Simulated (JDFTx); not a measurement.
A run of JDFTx 1.7.0 (patched build):

The input bands.in:

```
lattice \
    5.7243583767    -2.8621791884     0.0000000000 \
    0.0000000000     4.9574397745     0.0000000000 \
    0.0000000000     0.0000000000     6.1007918207
coords-type Lattice
ion Ti     0.0000000000     0.0000000000     0.0000000000 1
ion B      0.6666666667     0.3333333333     0.5000000000 1
ion B      0.3333333333     0.6666666667     0.5000000000 1

ion-species pseudo/Ti.upf
ion-species pseudo/B.upf
elec-cutoff 42 336
elec-ex-corr gga-x-pbe-r gga-c-pbe
elec-smearing Fermi 0.0018374661
elec-n-bands 15
electronic-minimize nIterations 30 energyDiffThreshold 1e-06
davidson-band-ratio 1.3
forces-output-coords Cartesian
include path.kpoints
symmetries none
fix-electron-density run.$VAR

dump-name bands.$VAR
dump End Ecomponents EigStats BandEigs Kpoints Forces
```

The input path.kpoints:

```
kpoint +0.0000000000 +0.0000000000 +0.0000000000 0.020000000000
kpoint +0.1000000000 +0.0000000000 +0.0000000000 0.020000000000
kpoint +0.2000000000 +0.0000000000 +0.0000000000 0.020000000000
kpoint +0.3000000000 +0.0000000000 +0.0000000000 0.020000000000
kpoint +0.4000000000 +0.0000000000 +0.0000000000 0.020000000000
kpoint +0.5000000000 +0.0000000000 +0.0000000000 0.020000000000
kpoint +0.4444444444 +0.1111111111 +0.0000000000 0.020000000000
kpoint +0.3888888889 +0.2222222222 +0.0000000000 0.020000000000
kpoint +0.3333333333 +0.3333333333 +0.0000000000 0.020000000000
kpoint +0.2857142857 +0.2857142857 +0.0000000000 0.020000000000
kpoint +0.2380952381 +0.2380952381 +0.0000000000 0.020000000000
kpoint +0.1904761905 +0.1904761905 +0.0000000000 0.020000000000
kpoint +0.1428571429 +0.1428571429 +0.0000000000 0.020000000000
kpoint +0.0952380952 +0.0952380952 +0.0000000000 0.020000000000
kpoint +0.0476190476 +0.0476190476 +0.0000000000 0.020000000000
kpoint +0.0000000000 +0.0000000000 +0.0000000000 0.020000000000
kpoint +0.0000000000 +0.0000000000 +0.1000000000 0.020000000000
kpoint +0.0000000000 +0.0000000000 +0.2000000000 0.020000000000
kpoint +0.0000000000 +0.0000000000 +0.3000000000 0.020000000000
kpoint +0.0000000000 +0.0000000000 +0.4000000000 0.020000000000
kpoint +0.0000000000 +0.0000000000 +0.5000000000 0.020000000000
kpoint +0.0833333333 +0.0000000000 +0.5000000000 0.020000000000
kpoint +0.1666666667 +0.0000000000 +0.5000000000 0.020000000000
kpoint +0.2500000000 +0.0000000000 +0.5000000000 0.020000000000
kpoint +0.3333333333 +0.0000000000 +0.5000000000 0.020000000000
kpoint +0.4166666667 +0.0000000000 +0.5000000000 0.020000000000
kpoint +0.5000000000 +0.0000000000 +0.5000000000 0.020000000000
kpoint +0.4444444444 +0.1111111111 +0.5000000000 0.020000000000
kpoint +0.3888888889 +0.2222222222 +0.5000000000 0.020000000000
kpoint +0.3333333333 +0.3333333333 +0.5000000000 0.020000000000
kpoint +0.2916666667 +0.2916666667 +0.5000000000 0.020000000000
kpoint +0.2500000000 +0.2500000000 +0.5000000000 0.020000000000
kpoint +0.2083333333 +0.2083333333 +0.5000000000 0.020000000000
kpoint +0.1666666667 +0.1666666667 +0.5000000000 0.020000000000
kpoint +0.1250000000 +0.1250000000 +0.5000000000 0.020000000000
kpoint +0.0833333333 +0.0833333333 +0.5000000000 0.020000000000
kpoint +0.0416666667 +0.0416666667 +0.5000000000 0.020000000000
kpoint +0.0000000000 +0.0000000000 +0.5000000000 0.020000000000
kpoint +0.5000000000 +0.0000000000 +0.5000000000 0.020000000000
kpoint +0.5000000000 +0.0000000000 +0.4000000000 0.020000000000
kpoint +0.5000000000 +0.0000000000 +0.3000000000 0.020000000000
kpoint +0.5000000000 +0.0000000000 +0.2000000000 0.020000000000
kpoint +0.5000000000 +0.0000000000 +0.1000000000 0.020000000000
kpoint +0.5000000000 +0.0000000000 +0.0000000000 0.020000000000
kpoint +0.3333333333 +0.3333333333 +0.0000000000 0.020000000000
kpoint +0.3333333333 +0.3333333333 +0.1000000000 0.020000000000
kpoint +0.3333333333 +0.3333333333 +0.2000000000 0.020000000000
kpoint +0.3333333333 +0.3333333333 +0.3000000000 0.020000000000
kpoint +0.3333333333 +0.3333333333 +0.4000000000 0.020000000000
kpoint +0.3333333333 +0.3333333333 +0.5000000000 0.020000000000
```

Potentials or basis: PseudoDojo-SR-PBE-0.5-standard with smoothed tails.

Command:

```console
$ jdftx -c 1 -i bands.in -o bands.out
```

Hardware: 1 thread of Arm Neoverse V2, on a shared host.

Estimate the wall time of this run.

Wall time 15 s on 1 thread of Arm Neoverse V2 (shared host), peak memory 0.1 GiB. Counts: scf iterations 0, bands 15, plane waves 2252.
